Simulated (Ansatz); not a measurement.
Zincblende InSb: a single-point calculation in the PAW code Ansatz (PBE). The cell was relaxed with r2SCAN and then strained (epitaxial -2.0 % in the xy plane, free normal strain +1.94 %), with the atoms relaxed again with r2SCAN; k points keep the names of the unstrained zone.

```yaml
crystal:
  lattice:
    - [0.0, 3.2139227572, 3.3432541019]
    - [3.2139227572, 0.0, 3.3432541019]
    - [3.2139227572, 3.2139227572, 0.0]
  atoms:
    - { symbol: In, position: [0.0, 0.0, 0.0] }
    - { symbol: Sb, position: [0.25, 0.25, 0.25] }
kpoints:
  mp_grid: { grid: [6, 6, 6] }
  band_path:
    path:
      - [0.0, 0.0, 0.0]
      - [-0.5, -0.5, 0.0]
      - [-0.375, -0.375, 0.25]
      - [-0.375, 0.0, 0.375]
      - [0.0, 0.0, 0.5]
      - [-0.5, -0.25, 0.25]
      - [-0.017578, -0.017578, 0.0]
    npoints: 1
hamiltonian:
  xc: pbe
scf:
  occupations: { method: fermi_dirac, width: 0.02 }
  n_extra_bands: 4
output:
  forces: true
  stress: true
  eigenvalues: true
  write_density: true
  write_potential: true
  elf: true
  volumetric_format: npy
```

Some lines of the output have been replaced by numbered gaps.
```
Functional definition: PBE
Crystal: 2 atoms, lattice volume = 69.067 Å³
Basis set: ecut = 420 eV, 1379 PW (Γ)
Bands: 18, of which v1, the nominal top of the filled ones, is band 14 counted from 1 (13 counted from 0)
Symmetry: 8 space group operations
Space group: I-4m2 (ITA 119)
k-points: 30 of 216 (time reversal used)
Free energy (F): -12082.532612 eV
Internal energy: -12082.532355 eV  (E = F + TS)
E sigma→0 (E₀):  -12082.532483 eV
Entropy (-TS):   -0.000257 eV (-0.128 meV/atom)
[1]
--- Stress (GPa, compression-positive) ---
[2]
--- Band table (eV; the first three rows and the last of 30) ---
[3]
```

The rows of the band table are 0: (0, 0, 0) = Γ, 1: (0, 0, 1/6), 2: (0, 0, 1/3), 29: (-1/2, -1/2, 0) = X.

**Question.** What stood in the gaps? They hold the stress, the Fermi energy and the band table.

**Answer.**
```
[1]
Fermi energy:    7.260665 eV
[2]
        2.758301       0.000000       0.000000
        0.000000       2.758301       0.000000
        0.000000       0.000000       1.676985
  P = ⅓ Tr σ = 2.3979 GPa (23.979 kbar)
[3]
  k-point 0: bands = […, -7.2992, -7.2947, -3.4242, 6.8996, 7.0551, 7.2607, 7.2607, 10.1407, 10.1407, 10.2300]
  k-point 1: bands = […, -7.2999, -7.2947, -3.1811, 4.7301, 6.7821, 6.9545, 8.1291, 10.5732, 10.6008, 10.9408]
  k-point 2: bands = […, -7.3002, -7.2932, -2.5542, 2.6308, 6.2840, 6.5158, 7.8514, 10.9534, 11.0792, 12.9630]
  k-point 29: bands = […, -7.3105, -7.2937, -1.5837, 1.2424, 5.1241, 5.1241, 8.7077, 8.7322, 15.2463, 15.2463]
```
The trailing digits, and the zero of the energies, depend on the potentials and thresholds.

Run as `ansatz run input.yaml --threads 2 --pin off --max-ram 20275MiB --backend cpu --events-out ev --progress --plain --runs-dir out`. It took 2.2 s on 2 threads of AMD EPYC 7R13 Processor (Zen 3) (shared host), load about 2.7 per core; peak host memory 0.59 GiB.

Calculated for a static, non-magnetic cell.

Spin-orbit coupling is left out, which matters wherever the heavy atoms make up the band edges.
